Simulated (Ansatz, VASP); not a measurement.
## Cl: VASP beside Ansatz

```
Cl
1.0
     3.08080   -2.20407    0.00000
     3.08080    2.20407    0.00000
     0.00000    0.00000    8.04240
Cl
4
Direct
  0.37000 0.63000 0.40000
  0.13000 0.87000 0.90000
  0.63000 0.37000 0.60000
  0.87000 0.13000 0.10000
```

Change from the starting cell: volume scaled by 0.94.

Alike in both runs: task single point; functional LDA; k mesh 7 × 7 × 4; occupations fermi-dirac, width 0.05 eV; no spin polarisation.

|  | VASP | Ansatz |
| --- | --- | --- |
| version | VASP 6.6.1 | Ansatz 0.2.0 |
| potentials or method | VASP PAW LDA potentials, release 64 (Cl), cutoff 520 eV | all-electron LAPW, scalar-relativistic |

|  | VASP | Ansatz | Ansatz less VASP |
| --- | --- | --- | --- |
| gap on the k mesh at the Fermi level (eV) | 2.59 | 2.56 | -0.024 |
| least direct gap on the mesh (eV) | 2.66 | 2.63 | -0.024 |
| pressure (GPa) | -1.1 | -0.8 | +0.39 |
| largest component of the traceless stress (GPa) | 0.34 | 0.66 | +0.317 |
| rms of the force components (eV/Å) | 0.263 | 0.362 | +0.0984 |

Atom by atom the forces differ by 0.100 eV/Å (rms over components). Ansatz ran all-electron here, so the differences hold the error of VASP's frozen core and of both bases.

Caveats: an odd mesh through Γ misses points on the zone boundary, where band edges often lie.
